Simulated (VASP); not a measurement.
Wanted: the native input for a VASP 6.6.1 run.

```yaml
Task: core levels
Functional: PBEsol
Potentials_or_basis: VASP PAW PBE potentials, release 64 (Ru_pv)
Cutoff: 520 eV
k_mesh: 14 × 14 × 8
Occupations: fermi-dirac, width 0.05 eV
Spin: no spin polarisation
Further_INCAR_settings: ALGO = Fast; EDIFF = 1e-07
```

The structure of Ru lies in POSCAR:

```
Ru
1.0
    2.7058000000      0.0000000000      0.0000000000
   -1.3529000000      2.3432915376      0.0000000000
    0.0000000000      0.0000000000      4.2819000000
Ru
2
Direct
    0.3333333333      0.6666666667      0.2500000000
    0.6666666667      0.3333333333      0.7500000000
```

The input as run:

INCAR

```
SYSTEM = Ru
ALGO = Fast
EDIFF = 1E-7
ENCUT = 520
GGA = PS
ICORELEVEL = 1
ISIF = 2
ISMEAR = -1
LASPH = .TRUE.
LCHARG = .FALSE.
LREAL = .FALSE.
LWAVE = .FALSE.
NELM = 60
PREC = Accurate
SIGMA = 0.05
```

KPOINTS

```
k-points
0
G
  14 14 8
  0 0 0
```

Potentials or basis: VASP PAW PBE potentials, release 64 (Ru_pv).

Command:

```bash
$ cat potpaw_PBE.64/Ru_pv/POTCAR > POTCAR
$ mpirun -np 1 vasp_std > vasp.out
```

Results of the run:

```yaml
Pressure: -6.3 GPa
Band_gap_on_the_k_mesh: none (metal or under the smearing width)
```

Caveat: the PAW data sets were made with another functional, which shifts forces and pressure a little.

It took 30 s on 1 thread of Intel(R) Xeon(R) Platinum 8488C (Sapphire Rapids), with other jobs on the host, peak memory 0.17 GiB.
